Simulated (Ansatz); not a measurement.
# Pb (Fm-3m) in Ansatz: further runs

The runs below take Pb through band structure, phonons, with PBEsol, revPBE.

All numbers are computed with Ansatz 0.2.0; they aren't measurements. Logs are shortened: lines on timing, memory, paths and dates and some standing lists are left out, and cuts for length are marked.

### 1 Starting point

It takes space group Fm-3m (No. 225, cubic). The conventional cell has a = 4.950 Å, b = 4.950 Å, c = 4.950 Å, α = 90.00°, β = 90.00°, γ = 90.00°. Pb (site symmetry m-3m) is surrounded by 12 Pb at 3.50 Å.

### 2 Band structure, PBEsol

Contents of input.yaml:

```yaml
crystal:
  lattice:
    - [0.0, 2.47502, 2.47502]
    - [2.47502, 0.0, 2.47502]
    - [2.47502, 2.47502, 0.0]
  atoms:
    - { symbol: Pb, position: [0.0, 0.0, 0.0] }
hamiltonian:
  xc: pbesol
  pseudopotentials: { kind: paw }
kpoints:
  mp_grid: { grid: [9, 9, 9] }
  band_path:
    path:
      - [[0.0, 0.0, 0.0], [0.5, 0.0, 0.5], [0.5, 0.25, 0.75], [0.375, 0.375, 0.75], [0.0, 0.0, 0.0], [0.5, 0.5, 0.5], [0.625, 0.25, 0.625], [0.5, 0.25, 0.75], [0.5, 0.5, 0.5], [0.375, 0.375, 0.75]]
      - [[0.625, 0.25, 0.625], [0.5, 0.0, 0.5]]
    npoints: 14
scf:
  occupations: { method: fermi_dirac, width: 0.05 }
  n_extra_bands: 6
output:
  forces: true
  stress: true
  eigenvalues: true
  fatbands: false
  write_density: true
  write_potential: true
  elf: true
  volumetric_format: npy
```

Potentials or basis: Ansatz PAW.

Launch:

```sh
$ ansatz run input.yaml --threads 2 --pin off --max-ram 5120MiB --backend cpu --events-out ev --progress --plain --runs-dir out
```

The log of the run:

```text
Warning: RAYON_NUM_THREADS=2 ignored (pool sized by the plan → 2); use --threads N
scf.n_extra_bands = 6 over 7 filled bands (N_el = 14.0): the run solves 13 bands
Engine: ansatz 0.2.0, aarch64-unknown-linux-gnu
Pseudopotentials: kind: paw
Pseudopotential: Pb, paw, valence charge 14, recommended cutoff 420 eV (normal), Pb.paw.azcp
Functional definition: PBEsol
  exchange = pbesol_x
  correlation = pbesol_c
Crystal: 1 atoms, lattice volume = 30.323 Å³
Basis set: ecut = 420 eV, 609 PW (Γ), exchange–correlation on 48×48×48 points (8 copies of the dense FFT grid, shifted against one another)
Bands: 13, of which v1, the nominal top of the filled ones, is band 7 counted from 1 (6 counted from 0)
Symmetry: 48 space group operations
Space group: Fm-3m (ITA 225), of the structure as read, at distance tolerance 3.1e-5 Å
k-points: 35 of 729
Non-local potential: Pb, projectors of the file, l = 0: 2, l = 1: 2, l = 2: 2, l = 3: 2
PAW form: soft (Blöchl's): semilocal exchange-correlation on the pseudo side does not see the compensation charge
PAW frozen core: Pb, regenerated for the run's functional, and the local potential with it (the file was generated under x = pbe(κ = 0.804, μ = 0.2195149727645171), c = pbe(β = 0.06672455060314922))
PAW one-centre angular grid: Pb, 590 points (default); XC on 64 Gauss nodes
Initial density: superposition of atomic densities (neutral atoms: chi_scale 0, normalization atom), corrected by the library's trained network
Initial wavefunctions: pseudopotential atomic-orbital guess
Functional: x = pbesol(κ = 0.804, μ = 0.12345679012345678), c = pbesol(β = 0.046)
SCF iter   1: F=—  HF=-11754.963283 eV  |F-HF|=—  |Δ(HF+E_count)|=         —  Δρ=1.94e-3  dr2=8.61e-4  ethr=1.77e-3  ⟨swp⟩=6.2  Hψ=2964  notcnv=0  defer=4
preconditioner: auto → none  [insulator: Δε(μ)=0.230 eV  Ē_g=22.535 eV  σ=0.050 eV  W_gap=0.52  n_scr=8 (ndim 8)  ℏωp=25.2 eV  f_vac=0.000  D(μ)=0.39/eV (n_scr^D=0)  ε∞_Penn≈2.3]
SCF iter   2: F=—  HF=-11754.962512 eV  |F-HF|=—  |Δ(HF+E_count)|=   7.71e-4  Δρ=5.69e-4  dr2=6.84e-5  ethr=6.15e-6  ⟨swp⟩=2.6  Hψ=1015  notcnv=0  defer=20
SCF iter   3: F=—  HF=-11754.962507 eV  |F-HF|=—  |Δ(HF+E_count)|=   5.63e-6  Δρ=9.87e-5  dr2=3.36e-6  ethr=4.89e-7  ⟨swp⟩=2.0  Hψ=637  notcnv=0  defer=20
SCF iter   4: F=—  HF=-11754.962506 eV  |F-HF|=—  |Δ(HF+E_count)|=   1.22e-6  Δρ=5.43e-5  dr2=5.95e-7  ethr=2.40e-8  ⟨swp⟩=2.0  Hψ=637  notcnv=0  defer=20
iter 5 did not close the SCF: its close was put off for the readings that it lacked (scf_convergence_deferred on its scf_iter line)
SCF iter   5: F=-11754.962505 eV  HF=-11754.962505 eV  |F-HF|=4.52e-8  |Δ(HF+E_count)|=   9.20e-8  Δρ=2.05e-5  dr2=9.13e-8  ethr=4.25e-9  ⟨swp⟩=2.0  Hψ=600  notcnv=0  defer=20
SCF iter   6: F=-11754.962505 eV  HF=-11754.962505 eV  |F-HF|=2.26e-9  |Δ(HF+E_count)|=   1.60e-8  Δρ=4.28e-6  dr2=4.03e-9  ethr=6.52e-10  ⟨swp⟩=9.7  Hψ=3026  notcnv=0
SCF 1 converged in 6 iterations: F = -11754.962505 eV  dr2 = 4.03e-9
NSCF: frozen V_eff on 142 k-points
SCF converged after 6 iterations
Free energy (F): -11754.962505 eV
Harris-Foulkes:  -11754.962505 eV  (|F-HF|=2.26e-9)
Internal energy: -11754.959408 eV  (E = F + TS)
E sigma→0 (E₀):  -11754.960957 eV
Entropy (-TS):   -0.003098 eV (-3.098 meV/atom)
Fermi energy:    10.632103 eV
--- Per-component energies (eV) ---
  E_band       = -38.589805
  E_kinetic    = 289.069878
  E_local      = -1016.820623  (includes V_loc(G=0)·N_el)
  E_nonlocal   = 351.635148
  E_hartree    = 402.835687
  E_xc         = -219.093220
  E_vxc        = -132.851881  (∫ρ·V_xc dr)
  E_paw        = -10255.588690  (= ΣΔE_a)
  E_vpaw       = -335.296167  (= ΣTr[D̂ρ^β])
  E_aug_tail   = 0.000049  (compensation charges beyond the density's cutoff)
  E_ewald      = -1307.059754
  E_core_change = 0.062117  (= ΣΔE_core)
  E_smearing   = -0.003098  (= −TS)
  E_closure    = -0.000000  (closes the sum)
  Σ components = -11754.962505   (vs F -11754.962505, Δ=0.00e0)
--- Forces (eV/Å), atoms counted from 1 ---
  atom   1  Pb    -0.00000000     0.00000000    -0.00000000
  max |Σ_I F_I| component: 3.45e-31 eV/Å
--- Stress (GPa, compression-positive) ---
       -0.613605       0.000000       0.000000
       -0.000000      -0.613605       0.000000
        0.000000       0.000000      -0.613605
  P = ⅓ Tr σ = -0.6136 GPa (-6.136 kbar)
--- Band table (eV; the first three rows and the last of 35) ---
  k-point 0: bands = ["-6.2214", "-6.2214", "-6.2214", "-6.0794", "-6.0794", "-0.9755", "18.1983", "18.1983", "18.1983", "20.5266", "22.1018", "23.2563", "23.2563"]
  k-point 1: bands = ["-6.2221", "-6.2048", "-6.2048", "-6.0795", "-6.0795", "-0.7374", "15.8258", "17.9156", "17.9156", "20.1383", "23.0749", "23.7604", "23.7604"]
  k-point 2: bands = ["-6.2275", "-6.1851", "-6.1851", "-6.0568", "-6.0568", "-0.0247", "12.3573", "17.3152", "17.3152", "19.7966", "22.6154", "23.3777", "23.3777"]
  k-point 34: bands = ["-6.2136", "-6.1999", "-6.1181", "-6.0261", "-5.9208", "3.9776", "8.9562", "9.9039", "11.5536", "21.0593", "22.1395", "23.1022", "25.0765"]
```

Wall time 1.4 s (2 threads of Arm Neoverse V1, shared host); peak memory 0.29 GiB.

What came out:

```yaml
Free_energy: -11754.9625 eV
Pressure: -0.6 GPa
Band_gap_on_the_k_mesh: none (metal or under the smearing width)
```

Levels at the corners of the path, in eV from the Fermi level:
```
point  band 3  band 4  band 5  band 6  band 7  band 8  band 9  band 10  band 11  band 12
    Γ  -16.85  -16.71  -16.71  -11.61    7.57    7.57    7.57     9.89    11.47    12.62
    X  -16.59  -16.54  -16.54   -6.56   -3.13    2.19    2.19     5.51     6.79    18.30
    W  -16.79  -16.66  -16.54   -6.45   -1.23   -1.23    0.40    11.00    12.30    12.30
    K  -16.65  -16.64  -16.58   -6.64   -2.14   -1.09    3.12     6.61    11.49    16.34
    Γ  -16.85  -16.71  -16.71  -11.61    7.57    7.57    7.57     9.89    11.47    12.62
    L  -16.84  -16.58  -16.58   -7.97   -4.07    5.73    5.73     9.36     9.61    11.34
    U  -16.65  -16.64  -16.58   -6.64   -2.14   -1.09    3.12     6.61    11.49    16.34
    W  -16.79  -16.66  -16.54   -6.45   -1.23   -1.23    0.40    11.00    12.30    12.30
    L  -16.84  -16.58  -16.58   -7.97   -4.07    5.73    5.73     9.36     9.61    11.34
    K  -16.65  -16.64  -16.58   -6.64   -2.14   -1.09    3.12     6.61    11.49    16.34
    U  -16.65  -16.64  -16.58   -6.64   -2.14   -1.09    3.12     6.61    11.49    16.34
    X  -16.59  -16.54  -16.54   -6.56   -3.13    2.19    2.19     5.51     6.79    18.30
```

Caveat: spin-orbit coupling is left out, which moves the levels of the heavy elements; the PAW data sets come from PBE, with cores solved anew for the run's functional, which leaves a small shift of forces and pressure.

### 3 Phonons, PBEsol

Contents of input.yaml:

```yaml
crystal:
  lattice:
    - [0.0, 2.47502, 2.47502]
    - [2.47502, 0.0, 2.47502]
    - [2.47502, 2.47502, 0.0]
  atoms:
    - { symbol: Pb, position: [0.0, 0.0, 0.0] }
hamiltonian:
  xc: pbesol
  pseudopotentials: { kind: paw }
kpoints:
  mp_grid: { grid: [8, 8, 8] }
scf:
  occupations: { method: fermi_dirac, width: 0.05 }
phonons:
  method: dfpt
  qmesh: [4, 4, 4]
  temperatures: { t_max: 1000, t_step: 100 }
  qpath:
    path:
      - [[0.0, 0.0, 0.0], [0.5, 0.0, 0.5], [0.5, 0.25, 0.75], [0.375, 0.375, 0.75], [0.0, 0.0, 0.0], [0.5, 0.5, 0.5], [0.625, 0.25, 0.625], [0.5, 0.25, 0.75], [0.5, 0.5, 0.5], [0.375, 0.375, 0.75]]
      - [[0.625, 0.25, 0.625], [0.5, 0.0, 0.5]]
    npoints: 8
```

Potentials or basis: Ansatz PAW.

Launch:

```sh
$ ansatz run input.yaml --threads 2 --pin off --max-ram 5120MiB --backend cpu --events-out ev --progress --plain --runs-dir out
```

The log of the run:

```text
Warning: RAYON_NUM_THREADS=2 ignored (pool sized by the plan → 2); use --threads N
[... 6 set-up lines as earlier in the session ...]
Crystal: 1 atoms, lattice volume = 30.323 Å³
Basis set: ecut = 420 eV, 609 PW (Γ), exchange–correlation on 48×48×48 points (8 copies of the dense FFT grid, shifted against one another)
Bands: 11, of which v1, the nominal top of the filled ones, is band 7 counted from 1 (6 counted from 0)
[... 1 set-up line as earlier in the session ...]
k-points: 29 of 512
[... 2 set-up lines as earlier in the session ...]
[... 59 lines left out ...]
  k-point 1: bands = ["-6.2126", "-6.1915", "-6.1915", "-6.0694", "-6.0694", "-0.6705", "15.3957", "17.8531", "17.8531", "20.0870", "23.2424"]
  k-point 2: bands = ["-6.2203", "-6.1756", "-6.1756", "-6.0343", "-6.0343", "0.2287", "11.5324", "17.1628", "17.1628", "19.7501", "22.2580"]
  k-point 28: bands = ["-6.1993", "-6.1511", "-6.1511", "-6.0228", "-5.8998", "4.1850", "9.4026", "9.4026", "11.0378", "21.6319", "22.9342"]
--- Phonons (Γ-DFPT): 1 representative perturbation + reference (Σ response iterations 3) ---
  ASR residual: 8.272e-6 → 0.000e0 eV/Å²; symmetrization residual: 1.031e-11 eV/Å²
  ASR residual per site (eV/Å²): 8.27e-6
  Γ frequencies (cm⁻¹): 0.00 0.00 0.00
--- Phonons (arbitrary-q DFPT): 8 irreducible q on the 4×4×4 mesh ---
  q = [0.0000, 0.0000, 0.0000] (star 1, of the zone-centre solve; hermiticity 5.31e-8, symmetrization 1.25e-6): -0.00 -0.00 0.00
  q = [0.0000, 0.0000, 0.2500] (star 8, 1 solved perturbation on 288 of 512 k-point pairs; hermiticity 6.75e-7, symmetrization 3.37e-7): 24.93 24.93 56.82
  q = [0.0000, 0.0000, -0.5000] (star 4, 1 solved perturbation on 150 of 512 k-point pairs; hermiticity 1.93e-9, symmetrization 9.68e-10): 35.25 35.25 72.09
  q = [0.0000, 0.2500, 0.2500] (star 6, 2 solved perturbations in 264 linear systems a pass and spin channel, the states on 164 of 512 k-point pairs; hermiticity 1.55e-7, symmetrization 1.07e-7): 31.37 31.37 62.22
  q = [0.0000, 0.2500, -0.5000] (star 24, 2 solved perturbations in 800 linear systems a pass and spin channel, the states on 512 of 512 k-point pairs; hermiticity 1.56e-6, symmetrization 2.00e-9): 43.81 55.18 72.44
  q = [0.0000, 0.2500, -0.2500] (star 12, 2 solved perturbations in 452 linear systems a pass and spin channel, the states on 288 of 512 k-point pairs; hermiticity 2.75e-9, symmetrization 1.61e-9): 39.63 49.66 76.14
  q = [0.0000, -0.5000, -0.5000] (star 3, 2 solved perturbations in 154 linear systems a pass and spin channel, the states on 95 of 512 k-point pairs; hermiticity 5.16e-8, symmetrization 1.83e-8): 53.52 53.52 72.41
  q = [0.2500, -0.5000, -0.2500] (star 6, 2 solved perturbations in 251 linear systems a pass and spin channel, the states on 164 of 512 k-point pairs; hermiticity 4.07e-9, symmetrization 4.53e-9): 54.12 57.00 57.00
  sum rule: each row above includes the acoustic sum rule's correction from the zone centre's row sums; it moved no ω² by more than (0.10 cm⁻¹)²
  mesh force constants: q→R imaginary residual 0.00e0; ASR residual 8.272e-6 → 0.000e0 eV/Å²; symmetrization residual 2.220e-15 eV/Å²
  interpolated dispersion: 82 rows × 3 modes
  density of states and harmonic sums: on the 24×24×24 q-mesh, interpolated from the force constants of a 4×4×4 supercell (no non-analytic term)
  largest difference from the sums on the solved wave vectors: F 1.75e-2 eV, S 2.15e-5 and C_V 3.95e-6 eV/K
  zero-point energy: 0.009540 eV/cell   skipped modes (ω ≤ 0): 4, of them read as no rigid motion or as one in doubt: 1 (8.681e-4 modes/cell left out, lowest -1.92 cm⁻¹)   left out of the sums: 3.62e-4 of the cell's modes: C_V's classical limit lies that fraction below 3 k_B per atom; for a crystal, a wire or a layer, F and S can be off by more, and a phonons.interpolated_qmesh denser along its periods is the remedy for the sampling
```

It took 36 s on 2 threads of Arm Neoverse V1, shared host; peak memory 0.66 GiB.

Results:

```
Free energy              : -11754.9598 eV
Band gap on the k mesh   : none (metal or under the smearing width)
Highest phonon frequency : 76 cm⁻¹
```

Levels at points of the mesh, in eV from the Fermi level:
```tsv
k point	band 3	band 4	band 5	band 6	band 7	band 8	band 9	band 10	band 11
(0.00, 0.00, 0.00)	-16.95	-16.81	-16.81	-11.71	7.46	7.46	7.46	9.79	11.36
(0.00, 0.00, -0.50)	-16.94	-16.68	-16.68	-8.08	-4.18	5.62	5.62	9.26	9.51
(0.00, -0.50, -0.50)	-16.69	-16.64	-16.64	-6.66	-3.24	2.08	2.08	5.40	6.69
```

Phonon frequencies in cm⁻¹ (negative: imaginary):
```
                q point  frequencies
  (0.000, 0.000, 0.000)        0 0 0
  (0.000, 0.000, 0.250)     25 25 57
 (0.000, 0.000, -0.500)     35 35 72
  (0.000, 0.250, 0.250)     31 31 62
 (0.000, 0.250, -0.500)     44 55 72
 (0.000, 0.250, -0.250)     40 50 76
(0.000, -0.500, -0.500)     54 54 72
(0.250, -0.500, -0.250)     54 57 57
```

Caveat: the PAW data sets come from PBE, with cores solved anew for the run's functional, which leaves a small shift of forces and pressure; some levels weren't fully converged. Spin-orbit coupling is left out, which matters for the levels of Pb.

### 4 Band structure, revPBE

Contents of input.yaml:

```yaml
crystal:
  lattice:
    - [0.0, 2.47502, 2.47502]
    - [2.47502, 0.0, 2.47502]
    - [2.47502, 2.47502, 0.0]
  atoms:
    - { symbol: Pb, position: [0.0, 0.0, 0.0] }
hamiltonian:
  xc: revpbe
  pseudopotentials: { kind: paw }
kpoints:
  mp_grid: { grid: [9, 9, 9] }
  band_path:
    path:
      - [[0.0, 0.0, 0.0], [0.5, 0.0, 0.5], [0.5, 0.25, 0.75], [0.375, 0.375, 0.75], [0.0, 0.0, 0.0], [0.5, 0.5, 0.5], [0.625, 0.25, 0.625], [0.5, 0.25, 0.75], [0.5, 0.5, 0.5], [0.375, 0.375, 0.75]]
      - [[0.625, 0.25, 0.625], [0.5, 0.0, 0.5]]
    npoints: 14
scf:
  occupations: { method: fermi_dirac, width: 0.05 }
  n_extra_bands: 6
output:
  forces: true
  stress: true
  eigenvalues: true
  fatbands: true
```

Launch:

```sh
$ ansatz run input.yaml --threads 2 --pin off --max-ram 5120MiB --backend cpu --events-out ev --progress --plain --runs-dir out
```

It took 1.7 s on 2 threads of Arm Neoverse V1, shared host; peak memory 0.28 GiB.

The run converged. Its results:

| Property | Result |
| --- | --- |
| Free energy | -11917.2708 eV |
| Pressure | 3.4 GPa |
| Band gap on the k mesh | none (metal or under the smearing width) |

Levels at the corners of the path, in eV from the Fermi level:
| point | band 5 | band 6 | band 7 | band 8 | band 9 | band 10 |
| --- | --- | --- | --- | --- | --- | --- |
| Γ | -16.85 | -11.60 | 7.58 | 7.58 | 7.58 | 9.87 |
| X | -16.68 | -6.55 | -3.13 | 2.20 | 2.20 | 5.50 |
| W | -16.68 | -6.44 | -1.23 | -1.23 | 0.40 | 11.00 |
| K | -16.72 | -6.63 | -2.14 | -1.09 | 3.13 | 6.59 |
| Γ | -16.85 | -11.60 | 7.58 | 7.58 | 7.58 | 9.87 |
| L | -16.71 | -7.97 | -4.07 | 5.74 | 5.74 | 9.35 |
| U | -16.72 | -6.63 | -2.14 | -1.09 | 3.13 | 6.59 |
| W | -16.68 | -6.44 | -1.23 | -1.23 | 0.40 | 11.00 |
| L | -16.71 | -7.97 | -4.07 | 5.74 | 5.74 | 9.35 |
| K | -16.72 | -6.63 | -2.14 | -1.09 | 3.13 | 6.59 |
| U | -16.72 | -6.63 | -2.14 | -1.09 | 3.13 | 6.59 |
| X | -16.68 | -6.55 | -3.13 | 2.20 | 2.20 | 5.50 |

Caveat: spin-orbit coupling is left out, which moves the levels of the heavy elements; the PAW data sets come from PBE, with cores solved anew for the run's functional, which leaves a small shift of forces and pressure.

### 5 Summary

| task | level | k mesh | points for each segment of the path | q mesh | gap on the mesh (eV) | pressure (GPa) |
| --- | --- | --- | --- | --- | --- | --- |
| band structure | PBEsol | 9 × 9 × 9 | 14 | - | none | -0.6 |
| phonons | PBEsol | 8 × 8 × 8 | 8 | 4 × 4 × 4 | none | - |
| band structure | revPBE | 9 × 9 × 9 | 14 | - | none | 3.4 |

Alike in all rows: potentials or basis Ansatz PAW; no spin polarisation; cell as given; cutoff (eV) 420; smearing fermi-dirac 0.05 eV.

Every run on the cell as given and a fine mesh finds a metal.

Caveats: the PAW data sets come from PBE, with cores solved anew for the run's functional, which leaves a small shift of forces and pressure; spin-orbit coupling is left out, which moves the levels of the heavy elements (some runs); some levels weren't fully converged (some runs).

Total energies depend on the potentials used, so only differences within one code and one set of settings carry meaning.
